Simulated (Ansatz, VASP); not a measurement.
# Cross-check of GaSb between VASP and Ansatz, part 2 of 2

One calculation is typed for both programs; each brings its own data sets. How far apart do they land? The cell is taken from a series of runs on this material, whose earlier steps may have relaxed, scaled, displaced or heated it; both programs get it as it stands.

VASP 6.6.1 and Ansatz 0.2.0.

So far: Set-up; Ansatz: zone-centre phonons, PBEsol.

## 3. VASP: zone-centre phonons, PBEsol

Level of this step: PBEsol; plane waves and PAW (Ga_d, Sb) (VASP).

The same cell, functional, mesh and smearing now go to VASP, with its own data sets.

Lines of VASP's logs that name or quote its potential files are left out, and so is its time.

INCAR reads:

```
SYSTEM = GaSb
PREC = Accurate
ENCUT = 500
EDIFF = 1E-08
NELM = 120
ISMEAR = 1
SIGMA = 0.2
LREAL = .FALSE.
ALGO = Normal
GGA = PS
NBANDS = 15
LORBIT = 11
LWAVE = .FALSE.
LCHARG = .FALSE.
ISIF = 2
IBRION = 8
LASPH = .TRUE.
GGA_COMPAT = .FALSE.
KPAR = 2
```

POSCAR reads:

```
GaSb
1.0
   -0.0478799627      3.0119752388      3.0954970716
    3.0119752388     -0.0478799627      3.0954970716
    2.9640952761      2.9640952761      0.0000000000
Ga Sb
1 1
Direct
    0.0023899322      0.0023899322      0.9976100678
    0.7476100678      0.7476100678      0.7523899322
```

KPOINTS reads:

```
Automatic mesh
0
Gamma
12 12 12
0 0 0
```

The projector-augmented-wave data sets are Ga_d and Sb (PBE family, release 64).

Started as:

```bash
mpirun -np 2 vasp_std
```

Numbers of over 12 decimals in the logs are rounded to 6 here.

The log of the run:

```text
[banner, memory and clock lines left out]
running    2 mpi-ranks, on    1 nodes
 distrk:  each k-point on    1 cores,    2 groups
 distr:  one band on    1 cores,    1 groups

 POSCAR found type information on POSCAR GaSb
 POSCAR found :  2 types and       2 ions
|                                                                             |
|               ----> ADVICE to this user running VASP <----                  |
|                                                                             |
|     You enforced a specific xc type in the INCAR file but a different       |
|     [... a line on the potential file left out ...]
|     I HOPE YOU KNOW WHAT YOU ARE DOING!                                     |
|                                                                             |

 LDA part: xc-table for (Slater+PW92), standard interpolation
 POSCAR, INCAR and KPOINTS ok, starting setup
 FFT: planning ... GRIDC
 FFT: planning ... GRID_SOFT
 FFT: planning ... GRID
 WAVECAR not read
 entering main loop
       N       E                     dE             d eps       ncg     rms          rms(c)
DAV:   1     0.793313335316E+02    0.79331E+02   -0.85123E+03  8512   0.145E+03
DAV:   2    -0.212998352160E+01   -0.81461E+02   -0.78596E+02  9793   0.298E+02
DAV:   3    -0.813712048882E+01   -0.60071E+01   -0.59849E+01 10101   0.670E+01
DAV:   4    -0.824238680801E+01   -0.10527E+00   -0.10524E+00 10355   0.996E+00
DAV:   5    -0.824492310786E+01   -0.25363E-02   -0.25362E-02 10869   0.136E+00    0.320E+00
DAV:   6    -0.816747169746E+01    0.77451E-01   -0.89054E-02 11099   0.532E+00    0.188E+00
DAV:   7    -0.814015310483E+01    0.27319E-01   -0.47402E-02 10515   0.203E+00    0.367E-01
DAV:   8    -0.814020695849E+01   -0.53854E-04   -0.51302E-03 10956   0.900E-01    0.107E-01
DAV:   9    -0.814047486807E+01   -0.26791E-03   -0.46022E-04  9563   0.175E-01    0.371E-02
DAV:  10    -0.814046885477E+01    0.60133E-05   -0.22322E-05 11046   0.409E-02    0.102E-02
DAV:  11    -0.814047875966E+01   -0.99049E-05   -0.12352E-05  9590   0.245E-02    0.453E-03
DAV:  12    -0.814047887814E+01   -0.11848E-06   -0.46212E-07 11060   0.636E-03    0.110E-03
DAV:  13    -0.814047885370E+01    0.24444E-07   -0.46972E-08  9738   0.147E-03    0.440E-04
DAV:  14    -0.814047888974E+01   -0.36046E-07   -0.32216E-09  8694   0.694E-04    0.910E-05
DAV:  15    -0.814047889707E+01   -0.73251E-08   -0.67521E-10  5936   0.310E-04
   1 F= -.81404789E+01 E0= -.81405447E+01  d E =0.197324E-03
 Linear response reoptimize wavefunctions to high precision
DAV:   1    -0.814047889620E+01    0.86675E-09   -0.15073E-10  6664   0.146E-04
DAV:   2    -0.814047889620E+01    0.90949E-12   -0.39232E-11  5299   0.628E-05
 Linear response DOF=           4
 Linear response progress:
  Degree of freedom:   1/  4
       N       E                     dE             d eps       ncg     rms          rms(c)
RMM:   1    -0.165902606130E+00   -0.16590E+00    0.76080E-02 32484   0.812E+00
RMM:   2    -0.164835845754E+00    0.10668E-02   -0.28290E-02 49371   0.136E+00    0.390E-02
RMM:   3    -0.164860814101E+00   -0.24968E-04   -0.35774E-03 51176   0.430E-01    0.264E-02
RMM:   4    -0.164776642217E+00    0.84172E-04   -0.18925E-03 55812   0.200E-01    0.129E-02
RMM:   5    -0.164743276695E+00    0.33366E-04   -0.88605E-05 54212   0.529E-02    0.465E-03
RMM:   6    -0.164749238482E+00   -0.59618E-05   -0.11127E-05 54862   0.219E-02    0.415E-04
RMM:   7    -0.164743731420E+00    0.55071E-05   -0.31037E-06 53336   0.943E-03    0.592E-04
RMM:   8    -0.164746996855E+00   -0.32654E-05   -0.80275E-07 53771   0.433E-03    0.180E-04
RMM:   9    -0.164748588666E+00   -0.15918E-05   -0.44941E-07 54026   0.200E-03    0.889E-05
RMM:  10    -0.164749567613E+00   -0.97895E-06    0.12395E-07 54734   0.998E-04    0.199E-05
RMM:  11    -0.164749584492E+00   -0.16879E-07   -0.35661E-08 54254   0.483E-04    0.115E-05
RMM:  12    -0.164749592731E+00   -0.82396E-08    0.84410E-09 54874   0.241E-04    0.101E-05
 first order change of Fermi-energy   0.65321E-05
 force on displaced ion       1 direction 1 :  -8.217  -0.114  -0.000
 Linear response progress:
  Degree of freedom:   2/  4
       N       E                     dE             d eps       ncg     rms          rms(c)
RMM:   1    -0.166220433267E+00   -0.16622E+00    0.60819E-02 10468   0.799E+00
RMM:   2    -0.164955724348E+00    0.12647E-02   -0.27141E-02 15779   0.133E+00    0.389E-02
RMM:   3    -0.165037072223E+00   -0.81348E-04   -0.33356E-03 16529   0.403E-01    0.272E-02
RMM:   4    -0.164926183862E+00    0.11089E-03   -0.15069E-03 17708   0.181E-01    0.122E-02
RMM:   5    -0.164897209541E+00    0.28974E-04   -0.62165E-05 17239   0.492E-02    0.447E-03
RMM:   6    -0.164906433699E+00   -0.92242E-05   -0.92573E-06 17226   0.204E-02    0.462E-04
RMM:   7    -0.164905634175E+00    0.79952E-06   -0.37632E-06 17044   0.874E-03    0.435E-04
RMM:   8    -0.164906758283E+00   -0.11241E-05   -0.28675E-07 16572   0.417E-03    0.629E-05
RMM:   9    -0.164907195633E+00   -0.43735E-06   -0.63383E-08 17178   0.194E-03    0.360E-05
RMM:  10    -0.164907776441E+00   -0.58081E-06   -0.75442E-08 17334   0.940E-04    0.135E-05
RMM:  11    -0.164907787378E+00   -0.10937E-07   -0.90837E-08 17527   0.451E-04    0.103E-05
RMM:  12    -0.164907760997E+00    0.26381E-07   -0.17240E-08 16644   0.230E-04    0.671E-06
RMM:  13    -0.164907847098E+00   -0.86100E-07    0.68002E-09 17646   0.118E-04    0.166E-06
RMM:  14    -0.164907817759E+00    0.29339E-07    0.26067E-09 16558   0.599E-05    0.374E-06
RMM:  15    -0.164907846222E+00   -0.28463E-07    0.24321E-10 16108   0.336E-05    0.346E-07
RMM:  16    -0.164907836155E+00    0.10067E-07    0.32038E-10 15620   0.202E-05    0.176E-06
RMM:  17    -0.164907845972E+00   -0.98167E-08   -0.17088E-09 14200   0.134E-05    0.489E-07
 first order change of Fermi-energy   0.13582E+01
 force on displaced ion       1 direction 3 :   0.000   0.000  -8.263
 Linear response progress:
  Degree of freedom:   3/  4
       N       E                     dE             d eps       ncg     rms          rms(c)
RMM:   1    -0.283637118155E-01   -0.28364E-01    0.44892E-03 53078   0.137E+00
RMM:   2    -0.256362336346E-01    0.27275E-02   -0.35822E-03 47610   0.388E-01    0.660E-02
RMM:   3    -0.255797571665E-01    0.56476E-04   -0.20466E-04 52583   0.104E-01    0.358E-02
RMM:   4    -0.256283789547E-01   -0.48622E-04   -0.41638E-05 52777   0.448E-02    0.449E-03
RMM:   5    -0.256389092209E-01   -0.10530E-04   -0.58863E-06 54963   0.157E-02    0.278E-03
RMM:   6    -0.256325810361E-01    0.63282E-05   -0.10293E-06 52586   0.541E-03    0.862E-04
RMM:   7    -0.256313325533E-01    0.12485E-05   -0.87497E-08 54509   0.167E-03    0.256E-04
RMM:   8    -0.256306180496E-01    0.71450E-06   -0.15055E-08 52525   0.558E-04    0.736E-05
RMM:   9    -0.256305243347E-01    0.93715E-07   -0.22854E-09 53150   0.207E-04    0.169E-05
RMM:  10    -0.256305369297E-01   -0.12595E-07   -0.41319E-10 52079   0.820E-05    0.384E-06
RMM:  11    -0.256305390982E-01   -0.21686E-08   -0.10528E-10 53338   0.290E-05    0.373E-06
 first order change of Fermi-energy   0.87752E-04
 force on displaced ion       2 direction 1 :  -8.232  -0.115  -0.000
 Linear response progress:
  Degree of freedom:   4/  4
       N       E                     dE             d eps       ncg     rms          rms(c)
RMM:   1    -0.286559757873E-01   -0.28656E-01    0.33523E-03 16508   0.139E+00
RMM:   2    -0.256545296593E-01    0.30014E-02   -0.36575E-03 15477   0.389E-01    0.675E-02
RMM:   3    -0.256169582356E-01    0.37571E-04   -0.20238E-04 16801   0.102E-01    0.367E-02
RMM:   4    -0.256809096719E-01   -0.63951E-04   -0.41092E-05 16959   0.446E-02    0.441E-03
RMM:   5    -0.256916542795E-01   -0.10745E-04   -0.58979E-06 17682   0.152E-02    0.284E-03
RMM:   6    -0.256839035630E-01    0.77507E-05   -0.76637E-07 16598   0.508E-03    0.722E-04
RMM:   7    -0.256827713926E-01    0.11322E-05   -0.62074E-08 17594   0.159E-03    0.222E-04
RMM:   8    -0.256824707105E-01    0.30068E-06   -0.13354E-08 16855   0.522E-04    0.890E-05
RMM:   9    -0.256823953713E-01    0.75339E-07   -0.53502E-10 16562   0.203E-04    0.100E-05
RMM:  10    -0.256824032960E-01   -0.79247E-08   -0.10167E-09 16971   0.766E-05    0.104E-05
 first order change of Fermi-energy  -0.13576E+01
 force on displaced ion       2 direction 3 :   0.000   0.000  -8.268
 Linear response finished
```

From OUTCAR (step 3):

```text
ion  position               nearest neighbor table
   1  0.002  0.002  0.998-   2 2.62   2 2.62   2 2.64   2 2.64
   2  0.748  0.748  0.752-   1 2.62   1 2.62   1 2.64   1 2.64

  LATTYP: Found a body centered orthorhombic cell.
 ALAT       =     4.1918637396
 B/A-ratio  =     1.0323066287
 C/A-ratio  =     1.4769072966

 Subroutine GETGRP returns: Found  4 space group operations
 (whereof  4 operations were pure point group operations)

The static configuration has the point symmetry C_2v.

 Found    280 irreducible k-points:

   k-points           NKPTS =    280   k-points in BZ     NKDIM =    280   number of bands    NBANDS=     15

   dimension x,y,z NGX =    32 NGY =   32 NGZ =   32
   dimension x,y,z NGXF=    64 NGYF=   64 NGZF=   64

   ENCUT  =  500.0 eV  36.75 Ry    6.06 a.u.   7.88  7.88  7.64*2*pi/ulx,y,z

   NELECT =      18.0000    total number of electrons

 k-points in reciprocal lattice and weights: Automatic mesh
   0.00000000  0.00000000  0.00000000       0.001
   0.08333333  0.00000000  0.00000000       0.002
   0.16666667  0.00000000  0.00000000       0.002
   0.25000000  0.00000000  0.00000000       0.002
   0.33333333  0.00000000  0.00000000       0.002
   0.41666667  0.00000000  0.00000000       0.002
   0.50000000  0.00000000  0.00000000       0.001
   0.08333333  0.08333333  0.00000000       0.001
   0.16666667  0.08333333  0.00000000       0.002
[...]
0.25000000  0.25000000  0.50000000       0.001
  -0.25000000  0.25000000  0.50000000       0.001

 average (electrostatic) potential at core
       1 -65.3798       2 -87.3114

  Total        0.4904718      0.4904718      0.0310355      0.4594737      0.0000000      0.0000000
  in kB       13.9949459     13.9949459      0.8855557     13.1104556      0.0000000      0.0000000
  external PRESSURE =       9.6251492 kB  Pullay stress =       0.0000000 kB

  energy-cutoff  :      500.00
  volume of cell :       56.15
      direct lattice vectors                 reciprocal lattice vectors
    -0.047879963  3.011975239  3.095497072    -0.163406425  0.163406425  0.161524947
     3.011975239 -0.047879963  3.095497072     0.163406425 -0.163406425  0.161524947
     2.964095276  2.964095276  0.000000000     0.168685536  0.168685536 -0.161524947

 POSITION                                       TOTAL-FORCE (eV/Angst)
 -----------------------------------------------------------------------------------
      2.96410      2.96410      0.01480         0.000000      0.000000     -0.000533
      4.44614      4.44614      4.62845        -0.000000     -0.000000      0.000533
 -----------------------------------------------------------------------------------
    total drift:                               -0.000002     -0.000002      0.000640

 Eigenvectors and eigenvalues of the dynamical matrix
 ----------------------------------------------------

   1 f  =    6.779156 THz    42.594691 2PiTHz  226.128289 cm-1    28.036322 meV
             X         Y         Z           dx          dy          dz
      2.964095  2.964095  0.014796     0.563657    0.563657    0.000000
      4.446143  4.446143  4.628450    -0.426955   -0.426955    0.000000

   2 f  =    6.749997 THz    42.411485 2PiTHz  225.155678 cm-1    27.915734 meV
             X         Y         Z           dx          dy          dz
      2.964095  2.964095  0.014796     0.000000    0.000000    0.797330
      4.446143  4.446143  4.628450     0.000000    0.000000   -0.603543

   3 f  =    6.685562 THz    42.006627 2PiTHz  223.006357 cm-1    27.649252 meV
             X         Y         Z           dx          dy          dz
      2.964095  2.964095  0.014796    -0.563665    0.563665    0.000000
      4.446143  4.446143  4.628450     0.426945   -0.426945    0.000000

   4 f/i=    0.000870 THz     0.005468 2PiTHz    0.029029 cm-1     0.003599 meV
             X         Y         Z           dx          dy          dz
      2.964095  2.964095  0.014796     0.000000    0.000000   -0.603543
      4.446143  4.446143  4.628450     0.000000    0.000000   -0.797330

   5 f/i=    0.002941 THz     0.018481 2PiTHz    0.098114 cm-1     0.012165 meV
             X         Y         Z           dx          dy          dz
      2.964095  2.964095  0.014796     0.426945   -0.426945    0.000000
      4.446143  4.446143  4.628450     0.563665   -0.563665    0.000000

   6 f/i=    0.003111 THz     0.019550 2PiTHz    0.103788 cm-1     0.012868 meV
             X         Y         Z           dx          dy          dz
      2.964095  2.964095  0.014796    -0.426955   -0.426955    0.000000
      4.446143  4.446143  4.628450    -0.563657   -0.563657    0.000000

 ELASTIC MODULI CONTR FROM IONIC RELAXATION (kBar)
 Direction    XX          YY          ZZ          XY          YZ          ZX
 --------------------------------------------------------------------------------
 XX          -0.4687     -0.4687     -0.8403     -9.5450      0.0000      0.0000
 YY          -0.4687     -0.4687     -0.8403     -9.5450      0.0000      0.0000
 ZZ          -0.8403     -0.8403     -1.5062    -17.1099      0.0000      0.0000
 XY          -9.5450     -9.5450    -17.1099   -194.3604      0.0000      0.0000
 YZ           0.0000      0.0000      0.0000      0.0000   -195.0632    -32.2604
 ZX           0.0000      0.0000      0.0000      0.0000    -32.2604   -185.7596
 --------------------------------------------------------------------------------
```

## 4. Comparison

Known differences besides the potentials themselves: the data sets hold 28 valence electrons in Ansatz (on its PAW soft_1 files) and 18 in VASP; the cutoff is 420 eV in Ansatz and 500 eV in VASP; Ansatz makes its cores anew for this functional, VASP keeps those of its PBE data sets. Total energies have different zeros and are not compared.

Compared:

```csv
quantity,Ansatz,VASP,difference
optical mode 1 (cm⁻¹),221.8,223.0,-0.54 %
optical mode 2 (cm⁻¹),224.0,225.2,-0.50 %
optical mode 3 (cm⁻¹),225.1,226.1,-0.46 %
```

Modes are paired by rising frequency, not by their patterns, so a pair may set unlike modes beside each other; they are those without the splitting of longitudinal modes.

## 5. Summary of results

```json
{
 "r.m.s. difference of the optical zone-centre modes, each program's sorted by frequency (zone-centre phonons, PBEsol)": "1.1 cm⁻¹",
 "difference in optical mode 1 (zone-centre phonons, PBEsol)": "-0.5 %"
}
```

In words: The r.m.s. difference of the optical zone-centre modes, each program's sorted by frequency is 1.1 cm⁻¹ (zone-centre phonons, PBEsol). The data sets hold unlike numbers of valence electrons (28 in Ansatz and 18 in VASP), so part of the differences comes from the potentials. Among the rows given in per cent, the largest difference of the zone-centre phonons, PBEsol pair is in optical mode 1, -0.5 %. How closely two codes agree says nothing of how well the functional describes the real material.

[Lines on the potential files, build, host, timing and source positions are cut from VASP's logs without a mark.]

[Logs are printed without paths, hosts, clocks, repeated set-up lines and the standing remarks that a program may print on its own settings, such as how far it seeks lower states.]

[Hosts, paths, dates, database ids (printed as entryN), source tags and the programs' standing remarks are cut or masked in the printed files.]
